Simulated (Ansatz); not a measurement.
Wanted: the native input for an Ansatz 0.2.0 run.

* Task: band structure
* Functional: PBEsol
* Potentials or basis: all-electron LAPW, scalar-relativistic
* Cutoff: 246 eV (chosen from the basis error)
* Basis error allowed: 0.002 eV/atom
* k mesh: 10 × 10 × 10
* Occupations: fermi-dirac, width 0.05 eV
* Spin: no spin polarisation

The system is MoS2.

```
Mo S
1.0
     1.58550    0.91539    6.11500
    -1.58550    0.91539    6.11500
     0.00000   -1.83078    6.11500
Mo S
1 2
Direct
  0.00000 0.00000 0.00000
  0.25000 0.25000 0.25000
  0.75000 0.75000 0.75000
```

Measurements of this composition are mostly on another form, of space group No. 194.

The input as run:

input.yaml

```yaml
crystal:
  lattice:
    - [1.5855, 0.9153888518, 6.1149966667]
    - [-1.5855, 0.9153888518, 6.1149966667]
    - [0.0, -1.8307777036, 6.1149966667]
  atoms:
    - { symbol: Mo, position: [0.0, 0.0, 0.0] }
    - { symbol: S, position: [0.25, 0.25, 0.25] }
    - { symbol: S, position: [0.75, 0.75, 0.75] }
kpoints:
  mp_grid: { grid: [10, 10, 10] }
  band_path:
    path:
      - [0.0, 0.0, 0.0]
      - [0.5, 0.0, 0.0]
      - [0.5, 0.1816058731, -0.1816058731]
    npoints: 6
scf:
  occupations: { method: fermi_dirac, width: 0.05 }
hamiltonian:
  xc: pbesol
  pseudopotentials: { kind: all_electron, lapw: { basis_error: 0.002 } }
output:
  forces: true
  stress: true
  eigenvalues: true
```

Potentials or basis: all-electron LAPW, scalar-relativistic.

Run with:

```sh
$ ansatz run input.yaml --threads 2 --pin off --max-ram 8192MiB --backend cpu --events-out ev --progress --plain --runs-dir out
```

It gave:

```yaml
Pressure: 2.9 GPa
Largest_force: 0.758 eV/Å
Band_gap_along_the_path: none (metal or under the smearing width)
```

Caveat: the cell's inner coordinates are idealised or old, which leaves forces on the atoms.

Run time: 11 s on 2 threads of Intel(R) Xeon(R) 6975P-C (Granite Rapids), on a shared host, peak memory 0.62 GiB.
